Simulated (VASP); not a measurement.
# Co (P-3m1) in VASP: further runs

The runs below take Co through single point, with LDA.

Everything below comes from runs of VASP 6.6.1. Logs are shortened: lines on timing, memory, paths and dates and some standing lists are left out, and cuts for length are marked.

**1. The structure**

Symmetry: P-3m1, No. 164, trigonal system. Conventional cell: a = 2.487 Å, b = 2.487 Å, c = 4.063 Å, α = 90.00°, β = 90.00°, γ = 120.00°. Co (site symmetry 3m) is surrounded by 12 Co at 2.42 to 2.55 Å.

This isn't the form of Co at room conditions, which is hcp.

**2. Single point, LDA, collinear spin, ferromagnetic start**

Input file INCAR:

```
PREC = Accurate
ENCUT = 460
EDIFF = 1E-6
ISMEAR = -1
SIGMA = 0.1
LREAL = False
LASPH = True
NELM = 100
ALGO = Normal
ISIF = 2
LWAVE = False
LCHARG = False
ISPIN = 2
MAGMOM = 2 2
LORBIT = 11
LMAXMIX = 4
GGA = CA
NBANDS = 20
ADDGRID = False
```

Input file KPOINTS:

```
Automatic mesh
0
Gamma
  9 9 5
```

Input file POSCAR:

```
Co
1.0
    2.4873648738      0.0000000000      0.0000000000
   -1.2436824369      2.1541211692      0.0000000000
    0.0000000000      0.0000000000      4.0632895034
Co
2
Direct
    0.3275520000      0.6759820000      0.7288160000
    0.6891290000      0.3188900000      0.2643300000
```

Potentials or basis: VASP PAW LDA potentials, release 64 (Co).

Command:

```bash
$ cat potpaw_LDA.64/Co/POTCAR > POTCAR
$ mpirun -np 1 vasp_std > vasp.out
```

OUTCAR:

```text
PREC = Accurate
   ENCUT = 460
   EDIFF = 1E-6
   ISMEAR = -1
   LREAL = False
   LASPH = True
   NELM = 100
   ISIF = 2
   ISPIN = 2
   LORBIT = 11
   GGA = CA

 Found    203 irreducible k-points:

 Following reciprocal coordinates:
            Coordinates               Weight
  0.000000  0.000000  0.000000      1.000000
  0.111111 -0.000000  0.000000      2.000000
  0.000000  0.111111  0.000000      2.000000
 -0.111111  0.111111  0.000000      2.000000
  0.222222  0.000000  0.000000      2.000000
  0.000000  0.222222  0.000000      2.000000
   k-points           NKPTS =    203   k-points in BZ     NKDIM =    203   number of bands    NBANDS=     20
   number of dos      NEDOS =    301   number of ions     NIONS =      2
   total plane-waves  NPLWV =   9072
   dimension x,y,z NGX =    18 NGY =   18 NGZ =   28
   dimension x,y,z NGXF=    36 NGYF=   36 NGZF=   56
   ions per type =               2
   NGX,Y,Z   is equivalent  to a cutoff of  12.03, 12.03, 11.46 a.u.
   NGXF,Y,Z  is equivalent  to a cutoff of  24.06, 24.06, 22.91 a.u.
 SYSTEM =  unknown system
   PREC   = accura    normal or accurate (medium, high low for compatibility)
   ISTART =      0    job   : 0-new  1-cont  2-samecut
   ICHARG =      2    charge: 1-file 2-atom 10-const
   ISPIN  =      2    spin polarized calculation?
   LNONCOLLINEAR =      F non collinear calculations
   LSORBIT =      F    spin-orbit coupling
   LASPH  =      T    aspherical Exc in radial PAW
   ENCUT  =  460.0 eV  33.81 Ry    5.81 a.u.   4.35  4.35  7.11*2*pi/ulx,y,z
   NELM   =    100;   NELMIN=  2; NELMDL= -5     # of ELM steps
   EDIFF  = 0.1E-05   stopping-criterion for ELM
   LREAL  =      F    real-space projection
   EDIFFG = 0.1E-04   stopping-criterion for IOM
   NSW    =      0    number of steps for IOM
   IBRION =     -1    ionic relax: 0-MD 1-quasi-New 2-CG
   NFREE  =      0    steps in history (QN), initial steepest desc. (CG)
   ISIF   =      2    stress and relaxation
   ISYM   =      2    0-nonsym 1-usesym 2-fastsym
   POTIM  = 0.5000    time-step for ionic-motion
   TEBEG  =    0.0;   TEEND  =   0.0 temperature during run
   PSTRESS=    0.0 pullay stress
   NELECT =      18.0000    total number of electrons
   NUPDOWN=      -1.0000    fix difference up-down
   EMIN   =  10.00;   EMAX   =-10.00  energy-range for DOS
   EFERMI =   0.00;   METHOD = LEGACY
   ISMEAR =    -1;   SIGMA  =   0.10  broadening in eV -4-tet -1-fermi 0-gaus
   EFERMI_NEDOS =   21; number of points for ismear=-14 and -15
   IALGO  =     38    algorithm
   IMIX   =      4    mixing-type and parameters
     AMIX     =   0.40;   BMIX     =  1.00
     AMIX_MAG =   1.60;   BMIX_MAG =  1.00
  volume/ion in A,a.u.               =      10.89        73.46
  Fermi-wavevector in a.u.,A,eV,Ry     =   1.536514  2.903591 32.121660  2.360875
  Thomas-Fermi vector in A             =   2.643152
   LORBIT       =     11    0 simple, 1 ext, 2 COOP (PROOUT), +10 PAW based schemes
   GGA     = CA    functional components
   LHFCALC =     F    Hartree Fock is set to
   AEXX    =    0.0000 exact exchange contribution
   IVDW    =     0    specifies the selected vdW correction
   LEPSILON=     F    determine dielectric tensor
   LRPA    =     F    only Hartree local field effects (RPA)
 spin polarized calculation
  energy-cutoff  :      460.00
  volume of cell :       21.77
 maximum number of plane-waves:       525
 NGX is ok and might be reduce to    18
   NGX =  9   NGY =  9   NGZ = 15

 number of electron      18.0000003 magnetization       3.0259380

 Free energy of the ion-electron system (eV)
  ---------------------------------------------------
  ext. energy  EPLUGINS =         0.00000000
  ---------------------------------------------------
  free energy    TOTEN  =       -16.09389273 eV

  energy without entropy =      -16.03408525  energy(sigma->0) =      -16.06398899

 E-fermi :   9.8979     XC(G=0): -13.7034

 val. band max:        9.8761262499   @ k =   0.0000   0.2222   0.2000
 cond. band min:       9.8996819958   @ k =   0.0000  -0.2222   0.2000
 fundamental gap:      0.0235557459
 Fermi energy:         9.8979128024

 spin component 1

 k-point     1 :       0.0000    0.0000    0.0000
  band No.  band energies     occupation
      1       0.9779      1.00000
      2       4.7825      1.00000
      3       7.2997      1.00000
      4       7.3694      1.00000
      5       7.4484      1.00000
      6       7.6818      1.00000
[... 12 lines left out ...]
     19      36.0597      0.00000
     20      36.2153      0.00000
[... 93 lines left out ...]
 k-point     6 :       0.0000    0.2222    0.0000
  band No.  band energies     occupation
      1       2.6149      1.00000
      2       5.5765      1.00000
      3       6.5610      1.00000
      4       6.9137      1.00000
      5       7.3470      1.00000
      6       7.6820      1.00000
[... 12 lines left out ...]
     19      34.9611      0.00000
     20      38.3666      0.00000

 [... further k-points ...]

 spin component 2

 k-point     1 :       0.0000    0.0000    0.0000
  band No.  band energies     occupation
      1       1.1464      1.00000
      2       5.6417      1.00000
      3       8.6256      1.00000
      4       8.7477      0.99999
      5       8.8474      0.99997
      6       9.0751      0.99973
[... 12 lines left out ...]
     19      36.4644      0.00000
     20      36.5718      0.00000
[... 93 lines left out ...]
 k-point     6 :       0.0000    0.2222    0.0000
  band No.  band energies     occupation
      1       2.8050      1.00000
      2       6.5635      1.00000
      3       7.6659      1.00000
      4       8.0602      1.00000
      5       8.6334      1.00000
      6       9.0674      0.99975
[... 12 lines left out ...]
     19      35.1125      0.00000
     20      38.6405      0.00000

 [... further k-points ...]

------------------------ aborting loop because EDIFF is reached ----------------------------------------

  FORCE on cell =-STRESS in cart. coord.  units (eV):
  Direction    XX          YY          ZZ          XY          YZ          ZX
  --------------------------------------------------------------------------------------
  -------------------------------------------------------------------------------------
  Total       -2.4919548     -2.2514965     -2.1689184      0.2297883     -0.0979415      0.1970408
  in kB     -183.3848044   -165.6893002   -159.6123183     16.9102942     -7.2075889     14.5003815
  external PRESSURE =    -169.5621410 kB  Pullay stress =       0.0000000 kB

 VOLUME and BASIS-vectors are now :
 -----------------------------------------------------------------------------
  energy-cutoff  :      460.00
  volume of cell :       21.77
      direct lattice vectors                 reciprocal lattice vectors
     2.487364874  0.000000000  0.000000000     0.402031889  0.232113220  0.000000000
    -1.243682437  2.154121169  0.000000000     0.000000000  0.464226439  0.000000000
     0.000000000  0.000000000  4.063289503     0.000000000  0.000000000  0.246106018

 POSITION                                       TOTAL-FORCE (eV/Angst)
 -----------------------------------------------------------------------------------
     -0.02597      1.45615      2.96139         0.246212     -0.123802      0.901542
      1.31752      0.68693      1.07405        -0.246212      0.123802     -0.901542
 -----------------------------------------------------------------------------------
    total drift:                                0.000011      0.000009      0.000065

  FREE ENERGIE OF THE ION-ELECTRON SYSTEM (eV)
  ---------------------------------------------------
  free  energy   TOTEN  =       -16.0938927320 eV

  energy  without entropy=      -16.0340852478  energy(sigma->0) =      -16.06398899

 total charge

# of ion       s       p       d       tot
------------------------------------------
    1        0.492   0.517   7.291   8.300
    2        0.492   0.517   7.291   8.300
--------------------------------------------------
tot          0.983   1.034  14.583  16.600

 magnetization (x)

# of ion       s       p       d       tot
------------------------------------------
    1       -0.013  -0.040   1.569   1.516
    2       -0.013  -0.040   1.569   1.516
--------------------------------------------------
tot         -0.027  -0.079   3.138   3.032
```

stdout:

```text
POSCAR found type information on POSCAR Co
 POSCAR found :  1 types and       2 ions
 scaLAPACK will be used
 LDA part: xc-table for (Slater(with rela. corr.)+CA(PZ))
 , standard interpolation
 POSCAR, INCAR and KPOINTS ok, starting setup
 FFT: planning ... GRIDC
 FFT: planning ... GRID_SOFT
 FFT: planning ... GRID
 WAVECAR not read
 entering main loop
```

It took 54 s on 1 thread of Intel Xeon 6975P-C (Granite Rapids), shared host; peak memory 0.2 GiB.

These settings aren't checked as converged: the numbers below hold their error.

What came out:

```yaml
Free_energy: -16.0939 eV
Pressure: -17.0 GPa
Largest_force: 0.943 eV/Å
Band_gap_on_the_k_mesh: none (metal or under the smearing width)
Net_moment: 3.03 μB per cell
Site_moments: Co +1.52 μB
Valence_electrons_inside_the_program's_atomic_spheres: Co 8.30
```

**3. Single point, LDA, collinear spin, ferromagnetic start**

Changes to INCAR since step 2:

```diff
@@ -1,3 +1,3 @@
 PREC = Accurate
-ENCUT = 460
+ENCUT = 520
 EDIFF = 1E-6
```

KPOINTS is that of step 2.

Input file POSCAR:

```
Co
1.0
    2.4873648738      0.0000000000      0.0000000000
   -1.2436824369      2.1541211692      0.0000000000
    0.0000000000      0.0000000000      4.0632895034
Co
2
Direct
    0.3333333333      0.6666666667      0.7401390000
    0.6666666667      0.3333333333      0.2598610000
```

Potentials or basis: VASP PAW LDA potentials, release 64 (Co).

Command:

```bash
$ cat potpaw_LDA.64/Co/POTCAR > POTCAR
$ mpirun -np 1 vasp_std > vasp.out
```

OUTCAR:

```text
PREC = Accurate
   ENCUT = 520
   EDIFF = 1E-6
   ISMEAR = -1
   LREAL = False
   LASPH = True
   NELM = 100
   ISIF = 2
   ISPIN = 2
   LORBIT = 11
   GGA = CA

 Found     50 irreducible k-points:

 Following reciprocal coordinates:
            Coordinates               Weight
  0.000000  0.000000  0.000000      1.000000
  0.111111 -0.000000  0.000000      6.000000
  0.222222  0.000000  0.000000      6.000000
  0.333333 -0.000000  0.000000      6.000000
  0.444444  0.000000  0.000000      6.000000
  0.111111  0.111111  0.000000      6.000000
   k-points           NKPTS =     50   k-points in BZ     NKDIM =     50   number of bands    NBANDS=     20
   number of dos      NEDOS =    301   number of ions     NIONS =      2
   total plane-waves  NPLWV =   9720
   dimension x,y,z NGX =    18 NGY =   18 NGZ =   30
   dimension x,y,z NGXF=    36 NGYF=   36 NGZF=   60
   ions per type =               2
   NGX,Y,Z   is equivalent  to a cutoff of  12.03, 12.03, 12.27 a.u.
   NGXF,Y,Z  is equivalent  to a cutoff of  24.06, 24.06, 24.55 a.u.
 SYSTEM =  unknown system
   PREC   = accura    normal or accurate (medium, high low for compatibility)
   ISTART =      0    job   : 0-new  1-cont  2-samecut
   ICHARG =      2    charge: 1-file 2-atom 10-const
   ISPIN  =      2    spin polarized calculation?
   LNONCOLLINEAR =      F non collinear calculations
   LSORBIT =      F    spin-orbit coupling
   LASPH  =      T    aspherical Exc in radial PAW
   ENCUT  =  520.0 eV  38.22 Ry    6.18 a.u.   4.62  4.62  7.56*2*pi/ulx,y,z
   NELM   =    100;   NELMIN=  2; NELMDL= -5     # of ELM steps
   EDIFF  = 0.1E-05   stopping-criterion for ELM
   LREAL  =      F    real-space projection
   EDIFFG = 0.1E-04   stopping-criterion for IOM
   NSW    =      0    number of steps for IOM
   IBRION =     -1    ionic relax: 0-MD 1-quasi-New 2-CG
   NFREE  =      0    steps in history (QN), initial steepest desc. (CG)
   ISIF   =      2    stress and relaxation
   ISYM   =      2    0-nonsym 1-usesym 2-fastsym
   POTIM  = 0.5000    time-step for ionic-motion
   TEBEG  =    0.0;   TEEND  =   0.0 temperature during run
   PSTRESS=    0.0 pullay stress
   NELECT =      18.0000    total number of electrons
   NUPDOWN=      -1.0000    fix difference up-down
[... 29 lines left out ...]
  ext. energy  EPLUGINS =         0.00000000
  ---------------------------------------------------
  free energy    TOTEN  =       -16.15024237 eV

  energy without entropy =      -16.08577506  energy(sigma->0) =      -16.11800871

 E-fermi :   9.8605     XC(G=0): -13.7140

 val. band max:        9.8575187232   @ k =   0.1111  -0.0000   0.2000
 cond. band min:       9.8776776342   @ k =   0.2222   0.1111   0.2000
 fundamental gap:      0.0201589109
 Fermi energy:         9.8605024565

 spin component 1

 k-point     1 :       0.0000    0.0000    0.0000
  band No.  band energies     occupation
      1       0.9780      1.00000
      2       4.8126      1.00000
      3       7.3757      1.00000
      4       7.4377      1.00000
      5       7.4377      1.00000
      6       7.7288      1.00000
[... 127 lines left out ...]
     19      34.4598      0.00000
     20      37.4969      0.00000

 [... further k-points ...]

 spin component 2

 k-point     1 :       0.0000    0.0000    0.0000
  band No.  band energies     occupation
      1       1.1412      1.00000
      2       5.6693      1.00000
      3       8.7354      0.99999
      4       8.8203      0.99997
      5       8.8203      0.99997
      6       9.1401      0.99926
[... 127 lines left out ...]
     19      34.7678      0.00000
     20      37.9447      0.00000

 [... further k-points ...]

------------------------ aborting loop because EDIFF is reached ----------------------------------------

  FORCE on cell =-STRESS in cart. coord.  units (eV):
  Direction    XX          YY          ZZ          XY          YZ          ZX
  --------------------------------------------------------------------------------------
  -------------------------------------------------------------------------------------
  Total       -2.5309360     -2.5309360     -2.7123688      0.0000000     -0.0000000      0.0000000
  in kB     -186.2534603   -186.2534603   -199.6052367      0.0000000     -0.0000000      0.0000000
  external PRESSURE =    -190.7040524 kB  Pullay stress =       0.0000000 kB

 VOLUME and BASIS-vectors are now :
 -----------------------------------------------------------------------------
  energy-cutoff  :      520.00
  volume of cell :       21.77
      direct lattice vectors                 reciprocal lattice vectors
     2.487364874  0.000000000  0.000000000     0.402031889  0.232113220  0.000000000
    -1.243682437  2.154121169  0.000000000     0.000000000  0.464226439  0.000000000
     0.000000000  0.000000000  4.063289503     0.000000000  0.000000000  0.246106018

 POSITION                                       TOTAL-FORCE (eV/Angst)
 -----------------------------------------------------------------------------------
     -0.00000      1.43608      3.00740        -0.000000      0.000000      0.421454
      1.24368      0.71804      1.05589         0.000000      0.000000     -0.421454
 -----------------------------------------------------------------------------------
    total drift:                                0.000000     -0.000000     -0.000000

  FREE ENERGIE OF THE ION-ELECTRON SYSTEM (eV)
  ---------------------------------------------------
  free  energy   TOTEN  =       -16.1502423699 eV

  energy  without entropy=      -16.0857750589  energy(sigma->0) =      -16.11800871

 total charge

# of ion       s       p       d       tot
------------------------------------------
    1        0.487   0.513   7.283   8.283
    2        0.487   0.513   7.283   8.283
--------------------------------------------------
tot          0.975   1.026  14.566  16.567

 magnetization (x)

# of ion       s       p       d       tot
------------------------------------------
    1       -0.014  -0.041   1.568   1.513
    2       -0.014  -0.041   1.568   1.513
--------------------------------------------------
tot         -0.028  -0.082   3.135   3.026
```

Run time: 15 s. Hardware: 1 thread of Intel Xeon 6975P-C (Granite Rapids), shared host; peak memory 0.14 GiB.

These settings aren't checked as converged: the numbers below hold their error.

Results:

```
Free energy                                           : -16.1502 eV
Pressure                                              : -19.1 GPa
Largest force                                         : 0.421 eV/Å
Band gap on the k mesh                                : none (metal or under the smearing width)
Net moment                                            : 3.02 μB per cell
Site moments                                          : Co +1.51 μB
Valence electrons inside the program's atomic spheres : Co 8.28
```

**4. Single point, LDA, collinear spin, ferromagnetic start**

INCAR is that of step 3.

KPOINTS is that of step 3.

Input file POSCAR:

```
Co
1.0
    2.4873648738      0.0000000000      0.0000000000
   -1.2436824369      2.1541211692      0.0000000000
    0.0000000000      0.0000000000      4.0632895034
Co
2
Direct
    0.3275520000      0.6759820000      0.7288160000
    0.6891290000      0.3188900000      0.2643300000
```

Command:

```bash
$ cat potpaw_LDA.64/Co/POTCAR > POTCAR
$ mpirun -np 1 vasp_std > vasp.out
```

Run time: 55 s. Hardware: 1 thread of Intel Xeon 6975P-C (Granite Rapids), shared host; peak memory 0.21 GiB.

These settings aren't checked as converged: the numbers below hold their error.

What came out:

| Property | Result |
| --- | --- |
| Free energy | -16.0937 eV |
| Pressure | -16.9 GPa |
| Largest force | 0.942 eV/Å |
| Band gap on the k mesh | none (metal or under the smearing width) |
| Net moment | 3.03 μB per cell |
| Site moments | Co +1.52 μB |
| Valence electrons inside the program's atomic spheres | Co 8.30 |

(Part 1 of 2 ends here.)
